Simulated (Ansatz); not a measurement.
The system is CuO (Tenorite).

```
Cu O
1.0
     2.34185   -1.71130    0.00000
     2.34185    1.71130    0.00000
    -0.85003    0.00000    5.05787
Cu O
2 2
Direct
  0.50000 0.00000 0.50000
  0.00000 0.50000 0.00000
  0.41840 0.58160 0.75000
  0.58160 0.41840 0.25000
```

- Program: Ansatz 0.2.0
- Task: relaxation of cell and atoms
- Functional: r2SCAN
- Potentials or basis: Ansatz PAW
- Cutoff: 500 eV (not typed: the program's choice for these potentials)
- k mesh: 10 × 10 × 5
- Occupations: fermi-dirac, width 0.05 eV
- Spin: no spin polarisation

At the start: volume 10.13 Å³/atom.

**Question.** Where does the relaxation end?

**Answer.** It ends after 13 steps and the volume is 10.73 Å³/atom (+5.9 %); space group P4_2/mmc (No. 131, to 0.05 Å).

The path:
```
step  energy change (eV)  largest force (eV/Å)  volume (Å³)
   1              0.0000                0.2855        40.54
   2             -0.0152                0.2394        40.77
   3             -0.0588                0.0518        41.29
   4             -0.0740                0.0003        42.96
   5             -0.0947                0.0611        42.99
   6             -0.0997                0.0009        42.75
   7             -0.1001                0.0009        42.77
   8             -0.1002                0.0007        42.77
   9             -0.1093                0.0003        42.77
  10             -0.1115                0.0253        42.98
  11             -0.1122                0.0002        42.92
  12             -0.1122                0.0011        42.93
  13             -0.1125                0.0011        42.93
```

Final structure:
```cif
data_structure
_symmetry_space_group_name_H-M 'P 1'
_symmetry_Int_Tables_number 1
_cell_length_a 2.8945
_cell_length_b 2.8945
_cell_length_c 5.1238
_cell_angle_alpha 90.005
_cell_angle_beta 90.005
_cell_angle_gamma 89.837
_cell_volume 42.93
loop_
_atom_site_label
_atom_site_type_symbol
_atom_site_fract_x
_atom_site_fract_y
_atom_site_fract_z
_atom_site_occupancy
Cu1 Cu 0.50000 0.00000 0.50000 1
Cu2 Cu 0.00000 0.50000 0.00000 1
O1 O 0.50001 0.49999 0.75000 1
O2 O 0.49999 0.50001 0.25000 1
```

Caveat: the plane-wave basis is chosen anew once the cell has moved, so the energies of steps on either side of that aren't comparable; the run has no spin polarisation, though such a crystal can be magnetic; the PAW data sets come from PBE, with cores solved anew for the run's functional, which leaves a small shift of forces and pressure.
